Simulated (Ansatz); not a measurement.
## TaN under changes of volume

One of the cells (10.776 Å³/atom); the others are scaled copies at fixed shape and fractional positions:

```
Ta N
1.0
     2.93800    0.00000    0.00000
    -1.46900    2.54438    0.00000
     0.00000    0.00000    2.88300
Ta N
1 1
Direct
  0.00000 0.00000 0.50000
  0.66667 0.33333 0.00000
```

| Property | Result |
| --- | --- |
| Program | Ansatz 0.2.0 |
| Functional | LDA |
| Potentials or basis | Ansatz PAW |
| Cutoff | 420 eV (not typed: the program's choice for these potentials) |
| k mesh | 10 × 10 × 9 |
| Occupations | fermi-dirac, width 0.05 eV |
| Spin | no spin polarisation |

```tsv
volume (Å³/atom)	energy over the lowest point (meV/atom)	pressure (GPa)
10.129	?	?
10.345	0.00	3.3
10.560	1.01	-4.6
10.776	11.92	-11.6
10.991	31.79	-17.8
11.207	59.63	-23.5
11.422	94.62	-28.5
```

What does the run at 10.129 Å³/atom give?

Energy over the lowest point 10.16 meV/atom; pressure 12.0 GPa.

Worked out: A Birch-Murnaghan fit of order 3 (a polynomial in V^(-2/3)) to the other rows has its minimum at 10.43 Å³/atom with B0 = V·E''(V) = 381 GPa and B' = 4.2 at fixed shape and positions, which overstates the stiffness. It gives 10.08 meV/atom at 10.129 Å³/atom, against the run's 10.16, and -dE/dV = 11.9 GPa, against 12.0.

Energies are extrapolated to zero smearing.

Caveats: the PAW data sets come from PBE, with cores solved anew for the run's functional, which leaves a small shift of forces and pressure.
